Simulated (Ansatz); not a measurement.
Free-standing chains of the atoms of ZnSe, named by their start (strip: triangular double chain, ladder: square double chain); atoms and period are relaxed, and energies count from relaxed bulk ZnSe (F-43m, 23.54 Å³/atom, gap on the mesh 1.15 eV).

Level of theory: Ansatz 0.2.0, DFT PBE, scalar-relativistic, plane waves, PAW.

Plane waves to 420 eV, a k mesh through Γ of 1×1×15 on the computed 2-atom cell and Gaussian smearing (0.05 eV); collinear spin from starting moments 0.5 0.5 μB.

Start (dimerised chain):

```
Zn Se
1.0
     9.00000    0.00000    0.00000
     0.00000    9.30000    0.00000
     0.00000    0.00000    4.46753
Zn Se
1 1
Direct
  0.50000 0.50000 0.00000
  0.50000 0.50000 0.46500
```

Task: What does the relaxation give?

Result: The free energy falls by 125 meV/atom.

| Item | Value |
| --- | --- |
| excess energy (eV per host atom) | 0.972 |
| period (Å) | 4.409 |
| gap on the mesh (eV) | 0.80 |
| highest filled level or Fermi level under vacuum (eV) | 5.84 |
| size of the moment (μB per cell) | 0.00 |

Relaxed structure:
```yaml
crystal:
  lattice:
    - [9.00000, 0.00000, 0.00000]
    - [0.00000, 9.30000, 0.00000]
    - [0.00000, 0.00000, 4.40923]
  atoms:
    - { symbol: Zn, position: [0.50000, 0.50000, 0.98250] }
    - { symbol: Se, position: [0.50000, 0.50000, 0.48250] }
```

An odd mesh misses points on the zone edge, so a gap read on it can be too wide.

Each run keeps its start's symmetry and one magnetic start, so lower states can exist.

Time: 55 s on 2 threads of Arm Neoverse V1, with other jobs on the host, peak memory 0.58 GiB.